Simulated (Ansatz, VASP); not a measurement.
**One calculation of Pt, two programs**

Contents of INCAR:

```
  PREC = Accurate
  ENCUT = 520
  EDIFF = 1E-7
  ISMEAR = -1
  SIGMA = 0.1
  LREAL = False
  LASPH = True
  NELM = 100
  ALGO = Normal
  ISIF = 2
  LWAVE = False
  LCHARG = False
  GGA = RP
  NBANDS = 28
```

KPOINTS

```
Automatic mesh
0
Gamma
  14 14 4
```

POSCAR

```
Pt
1.0
    2.7296167643      0.0000000000      0.0000000000
   -1.3648083821      2.3639174605      0.0000000000
    0.0000000000      0.0000000000      9.1190963118
Pt
4
Direct
    1.0000000000      1.0000000000      0.0000000000
    1.0000000000      0.0000000000      0.5000000000
    0.3333333333      0.6666666667      0.2500000000
    0.6666666667      0.3333333333      0.7500000000
```

Input for Ansatz:

```yaml
crystal:
  lattice:
    - [2.7296167643, 0.0, 0.0]
    - [-1.3648083821, 2.3639174605, 0.0]
    - [0.0, 0.0, 9.1190963118]
  atoms:
    - { symbol: Pt, position: [1.0, 1.0, 0.0] }
    - { symbol: Pt, position: [1.0, 0.0, 0.5] }
    - { symbol: Pt, position: [0.3333333333, 0.6666666667, 0.25] }
    - { symbol: Pt, position: [0.6666666667, 0.3333333333, 0.75] }
hamiltonian:
  xc: rpbe
  pseudopotentials:
    kind: paw
    azcp:
      Pt: "pseudopotentials/Pt.paw.azcp"
basis:
  ecutwfc: 420
  fft_grid_basis: typed
kpoints:
  mp_grid: { grid: [14, 14, 4], shift: [0, 0, 0] }
magnetization:
  spin_polarized: false
scf:
  occupations: { method: fermi_dirac, width: 0.1 }
  lower_state_search: "off"
output:
  stress: true
```

Alike in both runs: task single point; functional RPBE; k mesh 14 × 14 × 4; occupations fermi-dirac, width 0.1 eV; no spin polarisation.

```csv
,VASP,Ansatz
version,VASP 6.6.1,Ansatz 0.2.0
potentials or method,"VASP PAW PBE potentials, release 64 (Pt)","plane waves (420 eV) with PAW, scalar-relativistic"
plane-wave cutoff (eV),520,420
valence electrons in the cell,40,72
```

```tsv
	VASP	Ansatz	Ansatz less VASP
pressure (GPa)	22.9	23.6	+0.63
largest component of the traceless stress (GPa)	0.73	0.72	-0.007
```

With one functional, cell and mesh, what is left measures potentials, basis and numerics. The two sets of potentials don't hold the same shells in valence.

Caveats: so large a pressure means that the cell lies far from this level's equilibrium, or that cutoff or potentials fall short (VASP); the potentials were made for another functional, which shifts forces and pressure (VASP). Spin-orbit coupling is left out, which matters for the levels of Pt.
